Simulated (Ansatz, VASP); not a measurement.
Cd: VASP beside Ansatz

```
Cd
1.0
    -1.78432    1.78432    1.78432
     1.78432   -1.78432    1.78432
     1.78432    1.78432   -1.78432
Cd
1
Cartesian
  0.0000 0.0000 0.0000
```

This isn't the form of Cd at room conditions, which is hcp.

Alike in both runs: task single point; functional PBE; k mesh 7 × 7 × 7; occupations fermi-dirac, width 0.04 eV; no spin polarisation.

|  | VASP | Ansatz |
| --- | --- | --- |
| version | VASP 6.6.1 | Ansatz 0.2.0 |
| potentials or method | VASP PAW PBE potentials, release 64 (Cd), cutoff 520 eV | all-electron LAPW, scalar-relativistic |

|  | VASP | Ansatz | Ansatz less VASP |
| --- | --- | --- | --- |
| gap on the k mesh at the Fermi level (eV) | none | none | - |
| pressure (GPa) | 0.9 | 0.7 | -0.19 |

A gap of «none» marks a metal or a gap that the smearing closes. Ansatz ran all-electron here, so the differences hold the error of VASP's frozen core and of both bases.

Caveats: the k mesh is thin for a metal, which can move the energy by tens of meV per atom (Ansatz).
